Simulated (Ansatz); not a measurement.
# ZnS: where the heat goes in a short trajectory

These are results of DFT PBE, scalar-relativistic, plane waves, PAW in Ansatz, not measurements. The runs took a 420 eV cutoff, a shifted (0.5, 0.5, 0.5 steps) 2×2×2 mesh and Fermi–Dirac smearing (0.22 eV). The mesh is coarse. No spin polarisation.

16 atoms start on the lattice sites below (V = 348.2 Å³, 1.10 times the source cell's; static pressure -4.47 GPa, largest force component 0.01 eV/Å) with velocities drawn for 2600 K; Langevin thermostat aiming at the same temperature, at which the real crystal may have melted, fixed cell, 61 steps of 3 fs.

```
Zn S
1.0
    -5.58391    5.58391    0.00000
    -5.58391    0.00000    5.58391
     0.00000    5.58391    5.58391
Zn S
8 8
Cartesian
  0.0000 0.0000 0.0000
  -2.7920 2.7920 0.0000
  -2.7920 0.0000 2.7920
  0.0000 2.7920 2.7920
  -5.5839 2.7920 2.7920
  -2.7920 5.5839 2.7920
  -2.7920 2.7920 5.5839
  -5.5839 5.5839 5.5839
  -6.9799 4.1879 4.1879
  -4.1879 1.3960 4.1879
  -4.1879 4.1879 1.3960
  -6.9799 6.9799 6.9799
  -1.3960 1.3960 1.3960
  -4.1879 4.1879 6.9799
  -4.1879 6.9799 4.1879
  -1.3960 4.1879 4.1879
```

| t (fs) | T (K) | kinetic energy (meV/atom) | potential energy over the first frame (meV/atom) | P with the kinetic part (GPa) |
| --- | --- | --- | --- | --- |
| 0.0 | 2438 | 315.1 | 0.0 | -2.92 |
| 12.0 | 1960 | 253.4 | 65.0 | -1.90 |
| 24.0 | 1243 | 160.6 | 174.5 | -0.20 |
| 36.0 | 1027 | 132.8 | 173.5 | -0.75 |
| 48.0 | 1326 | 171.4 | 168.8 | -1.52 |
| 60.0 | 1298 | 167.7 | 188.4 | -2.09 |
| 72.0 | 1351 | 174.7 | 208.6 | -2.16 |
| 84.0 | 1844 | 238.3 | 222.2 | -2.10 |
| 96.0 | 1675 | 216.5 | 251.2 | -1.68 |
| 108.0 | 1670 | 215.8 | 270.9 | -1.09 |
| 120.0 | 1723 | 222.7 | 230.3 | -1.70 |
| 132.0 | 1856 | 240.0 | 234.6 | -1.09 |
| 144.0 | 1840 | 237.8 | 257.1 | -0.58 |
| 156.0 | 2089 | 270.0 | 223.8 | -1.14 |
| 168.0 | 2041 | 263.8 | 194.9 | -1.72 |
| 180.0 | 1945 | 251.4 | 198.9 | -1.70 |

T counts 3N degrees of freedom. Means over every step of the second half, not only the rows shown: T = 1852 K, kinetic energy 239.4 meV/atom, potential energy 233.0 meV/atom, P = -1.32 GPa.

Task: Does the potential energy follow equipartition for harmonic vibrations?

Result: In a harmonic crystal each vibration holds as much potential as kinetic energy on average; T is counted on all 3N degrees of freedom here, and the thermostat also drives the centre of mass, which has no potential energy, so the share is (N − 1)/N of the kinetic energy, 224.4 meV/atom. The run has 233.0, a ratio of 1.04. That is near one, as for a crystal vibrating about its sites. So short a run gives a rough mean. T is still well under the temperature that the thermostat aims for. Electronic entropy is part of the potential energy at this smearing.

Task: Split the rise of pressure into the kinetic part and the rest. Can a thermal Grüneisen parameter be estimated?

Result: The program counts the kinetic part as N k_B T/V = 1.17 GPa. The pressure lies 3.15 GPa over the static one in all, so the forces add 1.97 GPa. For a harmonic mode with ω ∝ V^(−γ) and an amplitude that scales with the cell, the forces add (2γ − 2/3)U/V, which needs no equipartition; when U equals the kinetic energy K, this and the kinetic part 2K/(3V) sum to the Mie–Grüneisen γE_th/V. With U = N × 233.0 meV, γ = 1/3 + V ΔP_forces/(2U) = 0.91, for harmonic vibrations a mean over the modes weighted by their potential energy, for uniform scaling of the cell (in a layered or otherwise anisotropic crystal this differs from γ under hydrostatic pressure). Most solids fall between 1 and 3, and tetrahedral, framework and layered ones often lower; anharmonic motion and pressure swings in a cell of 16 atoms make this value uncertain by tenths or more.